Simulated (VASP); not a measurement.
# W (Im-3m) in VASP: further runs

Runs on W. Level: PBE. Tasks: relaxation of cell and atoms, single point.

All numbers are computed with VASP 6.6.1; they aren't measurements. Logs are shortened: lines on timing, memory, paths and dates and some standing lists are left out, and cuts for length are marked.

## Step 1: Starting point

It takes space group Im-3m (No. 229, cubic). Conventional cell: a = 3.165 Å, b = 3.165 Å, c = 3.165 Å, α = 90.00°, β = 90.00°, γ = 90.00°. W (site symmetry m-3m) has 8 W at 2.74 Å as nearest neighbours.

## Step 2: Relaxation of cell and atoms, PBE

The input, INCAR:

```
  ALGO = Normal
  EDIFF = 1E-7
  EDIFFG = -0.002
  ENCUT = 520
  GGA = PE
  IBRION = 2
  ISIF = 3
  ISMEAR = 0
  LASPH = True
  LCHARG = False
  LREAL = False
  LWAVE = False
  NELM = 60
  NSW = 80
  PREC = Accurate
  SIGMA = 0.1
```

The input, KPOINTS:

```
k-points
0
Gamma
  26 26 26
```

The input, POSCAR:

```
W
1.0
   -1.5823450000      1.5823450000      1.5823450000
    1.5823450000     -1.5823450000      1.5823450000
    1.5823450000      1.5823450000     -1.5823450000
W
1
Direct
    0.0000000000      0.0000000000      0.0000000000
```

Potentials or basis: VASP PAW PBE potentials, release 64 (W_sv).

On the command line:

```bash
cat potpaw_PBE.64/W_sv/POTCAR > POTCAR
mpirun -np 1 vasp_std > vasp.out
```

OUTCAR:

```text
EDIFF = 1E-7
   EDIFFG = -0.002
   ENCUT = 520
   GGA = PE
   IBRION = 2
   ISIF = 3
   ISMEAR = 0
   LASPH = True
   LREAL = False
   NELM = 60
   NSW = 80
   PREC = Accurate

 ion  position               nearest neighbor table
   1  0.000  0.000  0.000-

  LATTYP: Found a body centered cubic cell.
 ALAT       =     3.1646900000

  Lattice vectors:

 A1 = (  -1.5823450000,   1.5823450000,   1.5823450000)
 A2 = (   1.5823450000,  -1.5823450000,   1.5823450000)
 A3 = (   1.5823450000,   1.5823450000,  -1.5823450000)

Analysis of symmetry for initial positions (statically):
=====================================================================
 Subroutine PRICEL returns:
 Original cell was already a primitive cell.

 Routine SETGRP: Setting up the symmetry group for a
 body centered cubic supercell.

 Subroutine GETGRP returns: Found 48 space group operations
 (whereof 48 operations were pure point group operations)
 out of a pool of 48 trial point group operations.

The static configuration has the point symmetry O_h .

Analysis of symmetry for dynamics (positions and initial velocities):
=====================================================================
 Subroutine PRICEL returns:
 Original cell was already a primitive cell.

 Routine SETGRP: Setting up the symmetry group for a
 body centered cubic supercell.

 Subroutine GETGRP returns: Found 48 space group operations
 (whereof 48 operations were pure point group operations)
 out of a pool of 48 trial point group operations.

The dynamic configuration has the point symmetry O_h .

 Subroutine INISYM returns: Found 48 space group operations
 (whereof 48 operations are pure point group operations),
 and found     1 'primitive' translations

----------------------------------------------------------------------------------------

                                     Primitive cell

  volume of cell :      15.8476

  direct lattice vectors                    reciprocal lattice vectors
    -1.582345000  1.582345000  1.582345000     0.000000000  0.315986716  0.315986716
     1.582345000 -1.582345000  1.582345000     0.315986716  0.000000000  0.315986716
     1.582345000  1.582345000 -1.582345000     0.315986716  0.315986716  0.000000000

  length of vectors
     2.740701935  2.740701935  2.740701935     0.446872699  0.446872699  0.446872699

  position of ions in fractional coordinates (direct lattice)
     0.000000000  0.000000000  0.000000000

  ion indices of the primitive-cell ions
   primitive index   ion index
                 1           1

----------------------------------------------------------------------------------------

 KPOINTS: k-points

Automatic generation of k-mesh.
 Grid dimensions read from file:
 generate k-points for:   26   26   26

 Generating k-lattice:

  Cartesian coordinates                     Fractional coordinates (reciprocal lattice)
     0.000000000  0.012153335  0.012153335     0.038461538  0.000000000  0.000000000
     0.012153335  0.000000000  0.012153335     0.000000000  0.038461538  0.000000000
     0.012153335  0.012153335  0.000000000     0.000000000  0.000000000  0.038461538

  Length of vectors
     0.017187412  0.017187412  0.017187412

  Shift w.r.t. Gamma in fractional coordinates (k-lattice)
     0.000000000  0.000000000  0.000000000

 Subroutine IBZKPT returns following result:
 ===========================================

 Found    511 irreducible k-points:

 Following reciprocal coordinates:
            Coordinates               Weight
  0.000000  0.000000  0.000000      1.000000
  0.038462  0.000000  0.000000     12.000000
  0.076923  0.000000  0.000000     12.000000
  0.115385  0.000000  0.000000     12.000000
  0.153846  0.000000  0.000000     12.000000
  0.192308  0.000000  0.000000     12.000000
[... 16 lines left out ...]
  0.346154  0.038462  0.000000     48.000000
  0.384615  0.038462  0.000000     48.000000
 [... further k-points ...]
   k-points           NKPTS =    511   k-points in BZ     NKDIM =    511   number of bands    NBANDS=     11
   number of dos      NEDOS =    301   number of ions     NIONS =      1
   total plane-waves  NPLWV =   8000
   dimension x,y,z NGX =    20 NGY =   20 NGZ =   20
   dimension x,y,z NGXF=    40 NGYF=   40 NGZF=   40
   ions per type =               1
   NGX,Y,Z   is equivalent  to a cutoff of  12.13, 12.13, 12.13 a.u.
   NGXF,Y,Z  is equivalent  to a cutoff of  24.26, 24.26, 24.26 a.u.
 SYSTEM =  unknown system
   PREC   = accura    normal or accurate (medium, high low for compatibility)
   ISTART =      0    job   : 0-new  1-cont  2-samecut
   ICHARG =      2    charge: 1-file 2-atom 10-const
   ISPIN  =      1    spin polarized calculation?
   LNONCOLLINEAR =      F non collinear calculations
   LSORBIT =      F    spin-orbit coupling
   LASPH  =      T    aspherical Exc in radial PAW
   ENCUT  =  520.0 eV  38.22 Ry    6.18 a.u.   5.10  5.10  5.10*2*pi/ulx,y,z
   NELM   =     60;   NELMIN=  2; NELMDL= -5     # of ELM steps
   EDIFF  = 0.1E-06   stopping-criterion for ELM
   LREAL  =      F    real-space projection
   EDIFFG = -.2E-02   stopping-criterion for IOM
   NSW    =     80    number of steps for IOM
   IBRION =      2    ionic relax: 0-MD 1-quasi-New 2-CG
   NFREE  =      1    steps in history (QN), initial steepest desc. (CG)
   ISIF   =      3    stress and relaxation
   ISYM   =      2    0-nonsym 1-usesym 2-fastsym
   POTIM  = 0.5000    time-step for ionic-motion
   TEBEG  =    0.0;   TEEND  =   0.0 temperature during run
   PSTRESS=    0.0 pullay stress
   NELECT =      14.0000    total number of electrons
   NUPDOWN=      -1.0000    fix difference up-down
   EMIN   =  10.00;   EMAX   =-10.00  energy-range for DOS
   EFERMI =   0.00;   METHOD = LEGACY
   ISMEAR =     0;   SIGMA  =   0.10  broadening in eV -4-tet -1-fermi 0-gaus
   EFERMI_NEDOS =   21; number of points for ismear=-14 and -15
   IALGO  =     38    algorithm
   IMIX   =      4    mixing-type and parameters
     AMIX     =   0.40;   BMIX     =  1.00
     AMIX_MAG =   1.60;   BMIX_MAG =  1.00
  volume/ion in A,a.u.               =      15.85       106.94
  Fermi-wavevector in a.u.,A,eV,Ry     =   1.570832  2.968442 33.572544  2.467512
  Thomas-Fermi vector in A             =   2.672506
   LORBIT       =      0    0 simple, 1 ext, 2 COOP (PROOUT), +10 PAW based schemes
   GGA     = PE    functional components
   LHFCALC =     F    Hartree Fock is set to
   AEXX    =    0.0000 exact exchange contribution
   IVDW    =     0    specifies the selected vdW correction
   LEPSILON=     F    determine dielectric tensor
   LRPA    =     F    only Hartree local field effects (RPA)
 conjugate gradient relaxation of ions
 non-spin polarized calculation
 Gauss-broadening in eV      SIGMA  =   0.10
  energy-cutoff  :      520.00
  volume of cell :       15.85
 maximum number of plane-waves:       440
   NGX = 11   NGY = 11   NGZ = 11

--------------------------------------- Ionic step        1  -------------------------------------------

 number of electron      14.0000004 magnetization

 Free energy of the ion-electron system (eV)
  ---------------------------------------------------
  ext. energy  EPLUGINS =         0.00000000
  ---------------------------------------------------
  free energy    TOTEN  =       -12.94976579 eV

  energy without entropy =      -12.94748917  energy(sigma->0) =      -12.94862748

------------------------ aborting loop because EDIFF is reached ----------------------------------------

  FORCE on cell =-STRESS in cart. coord.  units (eV):
  Direction    XX          YY          ZZ          XY          YZ          ZX
  --------------------------------------------------------------------------------------
  -------------------------------------------------------------------------------------
  Total        0.6105180      0.6105180      0.6105180      0.0000000     -0.0000000      0.0000000
  in kB       61.7227825     61.7227825     61.7227825      0.0000000     -0.0000000      0.0000000
  external PRESSURE =      61.7227825 kB  Pullay stress =       0.0000000 kB
[... 90 lines left out ...]
  energy  without entropy=      -12.9533453907  energy(sigma->0) =      -12.95449892

--------------------------------------- Ionic step        4  -------------------------------------------

 number of electron      14.0000000 magnetization

 Free energy of the ion-electron system (eV)
  ---------------------------------------------------
  ext. energy  EPLUGINS =         0.00000000
  ---------------------------------------------------
  free energy    TOTEN  =       -12.95565803 eV

  energy without entropy =      -12.95335110  energy(sigma->0) =      -12.95450457

 E-fermi :  11.1712     XC(G=0): -13.5324

 val. band max:       11.1708629443   @ k =   0.4231   0.0769   0.0385
 cond. band min:      11.1754465664   @ k =  -0.2692   0.3462   0.1923
 fundamental gap:      0.0045836221
 Fermi energy:        11.1712361319

 k-point     1 :       0.0000    0.0000    0.0000
  band No.  band energies     occupation
      1     -63.0452      2.00000
      2     -26.6344      2.00000
      3     -26.6344      2.00000
      4     -26.6344      2.00000
      5       1.6365      2.00000
      6       9.9684      2.00000
      7       9.9684      2.00000
      8       9.9684      2.00000
      9      13.3816      0.00000
     10      13.3816      0.00000
     11      25.6398      0.00000
[... 309 lines left out ...]
 k-point    24 :       0.3846    0.0385    0.0000
  band No.  band energies     occupation
      1     -62.9325      2.00000
      2     -27.7387      2.00000
      3     -26.9994      2.00000
      4     -26.6475      2.00000
      5       5.0775      2.00000
      6       7.8636      2.00000
      7      10.6040      2.00000
      8      13.3031      0.00000
      9      14.0993      0.00000
     10      16.1176      0.00000
     11      23.0314      0.00000

 [... further k-points ...]

------------------------ aborting loop because EDIFF is reached ----------------------------------------

  FORCE on cell =-STRESS in cart. coord.  units (eV):
  Direction    XX          YY          ZZ          XY          YZ          ZX
  --------------------------------------------------------------------------------------
  -------------------------------------------------------------------------------------
  Total       -0.0007126     -0.0007126     -0.0007126      0.0000000      0.0000000     -0.0000000
  in kB       -0.0706532     -0.0706532     -0.0706532      0.0000000      0.0000000     -0.0000000
  external PRESSURE =      -0.0706532 kB  Pullay stress =       0.0000000 kB
[... 16 lines left out ...]
  FREE ENERGIE OF THE ION-ELECTRON SYSTEM (eV)
  ---------------------------------------------------
  free  energy   TOTEN  =       -12.9556580327 eV

  energy  without entropy=      -12.9533511016  energy(sigma->0) =      -12.95450457

 reached required accuracy - stopping structural energy minimisation
```

It took 89 s on 1 thread of Intel Xeon Platinum 8488C (Sapphire Rapids), shared host; peak memory 0.21 GiB.

What came out:

| Property | Result |
| --- | --- |
| Free energy | -12.9557 eV |
| Relaxed volume | 16.16 Å³/atom |
| Relaxed cell | a = 2.759 Å, b = 2.759 Å, c = 2.759 Å, α = 109.47°, β = 109.47°, γ = 109.47° |
| Space group after relaxing (to 0.05 Å) | Im-3m (No. 229) |
| Energy gained by relaxing | 5.9 meV/atom |
| Ionic steps | 4 |
| Pressure after relaxing | 0.0 GPa |
| Band gap on the k mesh | none (metal or under the smearing width) |

Step by step:
```
step  energy change (eV)  largest force (eV/Å)  pressure (GPa)  volume (Å³)
   1              0.0000                0.0000            6.17        15.85
   2              0.0608                0.0000          -17.84        17.29
   3             -0.0059                0.0000           -0.17        16.17
   4             -0.0059                0.0000           -0.01        16.16
```

Final structure:
```yaml
crystal:
  lattice:
    - [-1.59267, 1.59267, 1.59267]
    - [1.59267, -1.59267, 1.59267]
    - [1.59267, 1.59267, -1.59267]
  atoms:
    - { symbol: W, position: [0.00000, 0.00000, 0.00000] }
```

Levels at points of the mesh, in eV from the Fermi level:
| k point | band 4 | band 5 | band 6 | band 7 | band 8 | band 9 | band 10 | band 11 |
| --- | --- | --- | --- | --- | --- | --- | --- | --- |
| (0.00, 0.00, 0.00) | -37.81 | -9.53 | -1.20 | -1.20 | -1.20 | 2.21 | 2.21 | 14.47 |
| (0.50, 0.00, 0.00) | -37.81 | -6.16 | -3.48 | 0.61 | 2.09 | 3.05 | 5.97 | 10.77 |
| (0.50, 0.50, 0.50) | -38.65 | -5.69 | -5.69 | 5.02 | 5.02 | 5.02 | 8.09 | 8.09 |

(Continued in part 2 of 2.)
